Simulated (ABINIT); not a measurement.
# SiO2 (I4_122) in ABINIT: reference runs, part 2 of 2

ABINIT 10.8.3 (patched build). Earlier steps stand in the parts before.

## Step 3: Single point, PBE (atoms moved at random, drawn with an rms of 0.05 Å)

Input file run.abi:

```
pp_dirpath "./"
pseudos "Si.GGA_PBE-JTH.xml, O.GGA_PBE-JTH.xml"

acell 3*1.0
rprim
    -5.3628499896     5.3628499896    10.6962467079
     5.3628499896    -5.3628499896    10.6962467079
     5.3628499896     5.3628499896   -10.6962467079
ntypat 2
znucl 14 8
natom 12
typat 1 1 1 1 2 2 2 2 2 2 2 2
xcart
     0.7980623240     4.2592819165     1.4174863903
     4.2696203789     0.7655485266    -1.3883646099
    -1.3759917380     2.0164145038     4.2186280957
     2.0519818795    -1.4219458203     7.0385956596
    -0.0023185627     2.8062185446     1.5407261426
     4.0934862395     1.2559344631     2.8210826253
     1.6452429865    -1.2520522186     2.8320294714
    -0.0267301613    -0.0132331184     1.3052274454
     0.0496660529     0.0170586049     9.9861103956
     0.0258787919     2.8832788269     4.1143330663
     1.2125430027    -1.2499578499     5.6513008295
    -1.2555598605     1.1804009699     5.6465575735 Angstrom
chkprim 0
chksymtnons 0
tolsym 1.0e-6

ecut 23.0
pawecutdg 45.0
pawxcdev 0
pawovlp 30

kptopt 1
ngkpt 7 7 7
nshiftk 1
shiftk 0.0 0.0 0.0

ixc 11

nband 40
occopt 3
tsmear 0.05 eV

nstep 100
tolvrs 1.0e-9

iomode 3
prtwf 0
prtden 0
prteig 0
prtebands 0
enunit 1
```

Potentials or basis: JTH PAW PBE v2.0.

Command:

```
$ mpirun --bind-to none -np 4 abinit run.abi > log 2>&1
```

run.abo:

```text
.Version 10.8.3 of ABINIT
 Symmetries : space group P1 (#  1); Bravais aP (primitive triclinic)
================================================================================
 Values of the parameters that define the memory need of the present run
     intxc =       0    ionmov =       0      iscf =      17    lmnmax =       8
     lnmax =       4     mgfft =      60  mpssoang =       2    mqgrid =    3001
     natom =      12  nloc_mem =       2    nspden =       1   nspinor =       1
    nsppol =       1      nsym =       1    n1xccc =       1    ntypat =       2
    occopt =       3   xclevel =       2
       mpw =        6507          nfft =      216000          nkpt =         172
Pmy_natom=         3
 PAW method is used; the additional fine FFT grid is defined by:
   mgfftf=        80    nfftf =    512000
================================================================================
================================================================================

--------------------------------------------------------------------------------
------------- Echo of variables that govern the present computation ------------
--------------------------------------------------------------------------------
 -outvars: echo values of preprocessed input variables --------
            acell      1.0000000000E+00  1.0000000000E+00  1.0000000000E+00 Bohr
              amu      2.80855000E+01  1.59994000E+01
          chkprim           0
      chksymtnons           0
             ecut      2.30000000E+01 Hartree
           enunit           1
                       outvar_i_n : Printing only first  50 k-points.
              ixc          11
                       outvar_i_n : Printing only first  50 k-points.
         kptrlatt        7    0    0      0    7    0      0    0    7
          kptrlen      7.50798999E+01
            natom          12
            nband          40
            ngfft          60      60      60
          ngfftdg          80      80      80
             nkpt         172
            nstep         100
             nsym           1
           ntypat           2
                       prtocc : prtvol=0, do not print more k-points.
           occopt           3
        pawecutdg      4.50000000E+01 Hartree
          pawovlp      3.0000000000E+01
         pawxcdev           0
           prtden           0
        prtebands           0
           prteig           0
            prtwf           0
            rprim     -5.3628499896E+00  5.3628499896E+00  1.0696246708E+01
                       5.3628499896E+00 -5.3628499896E+00  1.0696246708E+01
                       5.3628499896E+00  5.3628499896E+00 -1.0696246708E+01
          spgroup           1
           tolsym      1.00000000E-06
           tolvrs      1.00000000E-09
           tsmear      1.83746611E-03 Hartree
            typat      1  1  1  1  2  2  2  2  2  2  2  2
           useylm           1
                       outvars : Printing only first  50 k-points.
           xangst      7.9806232400E-01  4.2592819165E+00  1.4174863903E+00
                       4.2696203789E+00  7.6554852660E-01 -1.3883646099E+00
                      -1.3759917380E+00  2.0164145038E+00  4.2186280957E+00
                       2.0519818795E+00 -1.4219458203E+00  7.0385956596E+00
                      -2.3185627000E-03  2.8062185446E+00  1.5407261426E+00
                       4.0934862395E+00  1.2559344631E+00  2.8210826253E+00
                       1.6452429865E+00 -1.2520522186E+00  2.8320294714E+00
                      -2.6730161300E-02 -1.3233118400E-02  1.3052274454E+00
                       4.9666052900E-02  1.7058604900E-02  9.9861103956E+00
                       2.5878791900E-02  2.8832788269E+00  4.1143330663E+00
[... 257 lines left out ...]
 frms,max,avg= 6.7720037E-01 1.5280443E+00  -1.649E-03  1.013E-03  7.417E-04 e/A
 length scales=  1.000000000000  1.000000000000  1.000000000000 bohr
              =  0.529177210544  0.529177210544  0.529177210544 angstroms
 Fermi (or HOMO) energy (eV) =   1.32971   Average Vxc (eV)=  -8.10770
 Eigenvalues (   eV  ) for nkpt= 172  k points:
 kpt#   1, nband= 40, wtk=  0.00292, kpt=  0.0000  0.0000  0.0000 (reduced coord)
 -19.62466  -18.32692  -18.25512  -18.04265  -17.74398  -17.66368  -17.48775  -17.08804
  -8.71882   -8.65049   -7.08665   -5.93154   -5.86229   -5.29150   -5.16898   -5.00049
  -3.86733   -3.27359   -2.86793   -2.50739   -2.44966   -2.10828   -2.06696   -2.01957
  -1.71545   -1.67331   -1.46224   -1.38510   -0.61737   -0.55994   -0.15822    0.10929
   4.82835    7.25557    7.30789    8.79458    9.01373    9.17741    9.44222    9.52994
 prteigrs : prtvol=0 or 1, do not print more k-points.

--- !EnergyTerms
iteration_state     : {dtset: 1, }
comment             : Components of total free energy in Hartree
kinetic             :  6.87722710228626E+01
hartree             :  6.65266158809497E+01
xc                  : -3.36007559384330E+01
Ewald energy        : -7.46092815392524E+01
psp_core            :  2.89517092137072E+00
local_psp           : -1.91415229004682E+02
PAW spherical_terms :  1.57365513084660E+01
internal            : -1.45694657348718E+02
'-kT*entropy'       : -1.24998199693216E-13
total_energy        : -1.45694657348718E+02
total_energy_eV     : -3.96455359509182E+03
...

--- !EnergyTermsDC
iteration_state     : {dtset: 1, }
comment             : '"Double-counting" decomposition of free energy'
band_energy         : -1.65356868021364E+01
Ewald energy        : -7.46092815392524E+01
psp_core            :  2.89517092137072E+00
xc_dc               : -6.20623083264173E+01
PAW spherical_terms :  4.61745433025281E+00
internal            : -1.45694651416183E+02
'-kT*entropy'       : -1.24998199693216E-13
total_energy_dc     : -1.45694651416183E+02
total_energy_dc_eV  : -3.96455343365931E+03
...

--- !EnergyTermsWithPAWCore
iteration_state     : {dtset: 1, }
comment             : 'Components of total free energy, including PAW core contributions'
Total energy        : -1.76278814253366E+03
Total energy DC     : -1.76278813660112E+03
Total energy (eV)   : -4.79679090163187E+04
Total energy DC (eV): -4.79679088548862E+04
...

 Cartesian components of stress tensor (hartree/bohr^3)
  sigma(1 1)=  7.59114248E-05  sigma(3 2)= -5.42607462E-05
  sigma(2 2)=  6.36817918E-05  sigma(3 1)= -1.28099427E-05
  sigma(3 3)=  4.82318541E-05  sigma(2 1)= -2.49734456E-05

-Cartesian components of stress tensor (GPa)         [Pressure= -1.8420E+00 GPa]
- sigma(1 1)=  2.23339122E+00  sigma(3 2)= -1.59640627E+00
- sigma(2 2)=  1.87358300E+00  sigma(3 1)= -3.76881526E-01
- sigma(3 3)=  1.41903014E+00  sigma(2 1)= -7.34744137E-01

== END DATASET(S) ==============================================================
================================================================================

 -outvars: echo values of variables after computation  --------
            acell      1.0000000000E+00  1.0000000000E+00  1.0000000000E+00 Bohr
           etotal     -1.4569465142E+02
            fcart     -3.0290019253E-03 -1.3981275508E-02  7.6280349771E-03
                       2.7222820569E-02  7.1157593019E-03 -2.7352566238E-02
                      -6.0233930376E-03  2.0908386045E-02  1.8380173320E-02
                      -2.5270181055E-03 -1.8580005639E-03  1.6171045386E-02
                       1.2759047657E-02  2.2606068744E-02 -7.5117807668E-03
                       1.8645913075E-03 -1.0673876045E-02 -1.5432805737E-02
                      -1.1732570016E-02 -1.9293496825E-03 -6.2924251477E-03
                       6.9038346993E-03 -9.3848719090E-03  3.0634888065E-05
                      -1.8607691561E-03 -1.5075876251E-03  5.1328200065E-03
                      -2.9715730642E-02 -2.6630911884E-02  6.9186609179E-03
                       3.8108703580E-03  3.9951054584E-03  8.7919337470E-03
                       2.3273182917E-03  1.1340553669E-02 -6.4637253535E-03
            rprim     -5.3628499896E+00  5.3628499896E+00  1.0696246708E+01
                       5.3628499896E+00 -5.3628499896E+00  1.0696246708E+01
                       5.3628499896E+00  5.3628499896E+00 -1.0696246708E+01
           strten      7.5911424776E-05  6.3681791755E-05  4.8231854137E-05
                      -5.4260746246E-05 -1.2809942702E-05 -2.4973445621E-05
           xangst      7.9806232400E-01  4.2592819165E+00  1.4174863903E+00
                       4.2696203789E+00  7.6554852660E-01 -1.3883646099E+00
                      -1.3759917380E+00  2.0164145038E+00  4.2186280957E+00
                       2.0519818795E+00 -1.4219458203E+00  7.0385956596E+00
                      -2.3185627000E-03  2.8062185446E+00  1.5407261426E+00
                       4.0934862395E+00  1.2559344631E+00  2.8210826253E+00
                       1.6452429865E+00 -1.2520522186E+00  2.8320294714E+00
                      -2.6730161300E-02 -1.3233118400E-02  1.3052274454E+00
                       4.9666052900E-02  1.7058604900E-02  9.9861103956E+00
                       2.5878791900E-02  2.8832788269E+00  4.1143330663E+00
                       1.2125430027E+00 -1.2499578499E+00  5.6513008295E+00
                      -1.2555598605E+00  1.1804009699E+00  5.6465575735E+00
             xred      8.7564400060E-01  2.6582300019E-01  8.9103700062E-01
                       1.2237000008E-02  6.2960800043E-01  8.8713000061E-01
                       7.2792200048E-01  1.3022500008E-01  1.1283400007E-01
                       3.7123300025E-01  9.8329300067E-01  1.1100400008E-01
                       6.3052000042E-01  1.3569300008E-01  4.9401000033E-01
                       4.7048200033E-01  9.7042100066E-01  9.4249700064E-01
                       2.9575000022E-02  5.4004000036E-01  6.9275000047E-02
                       1.1296700007E-01  1.1058900007E-01 -7.0410000161E-03
                       8.8513800060E-01  8.9088300060E-01  1.1756000012E-02
                       8.7143900059E-01  3.6800300026E-01  5.1255500035E-01
                       2.7898700019E-01  7.1284700049E-01 -6.5919999989E-03
                       7.0676500048E-01  2.7758100020E-01 -1.3242000003E-02
 Calculation completed.
```

Wall time 18 min (4 MPI ranks of Arm Neoverse V1, shared host); peak memory 1.8 GiB.

What came out:

- Free energy: -3964.5534 eV
- Pressure: -1.8 GPa
- Largest force: 2.082 eV/Å
- Band gap on the k mesh: 4.72 eV, direct

Forces in eV/Å, atoms in the order of the input:
```
Si  -0.156 -0.719  0.392
Si   1.400  0.366 -1.407
Si  -0.310  1.075  0.945
Si  -0.130 -0.096  0.832
O    0.656  1.162 -0.386
O    0.096 -0.549 -0.794
O   -0.603 -0.099 -0.324
O    0.355 -0.483  0.002
O   -0.096 -0.078  0.264
O   -1.528 -1.369  0.356
O    0.196  0.205  0.452
O    0.120  0.583 -0.332
```

Levels at points of the mesh, in eV from the valence-band top:
```csv
k point,band 30,band 31,band 32,band 33,band 34,band 35
"(0.00, 0.00, 0.00)",-0.67,-0.27,0.00,4.72,7.15,7.20
```

Caveat: an odd mesh through Γ misses points on the zone boundary, where band edges often lie; the atomic spheres overlap.
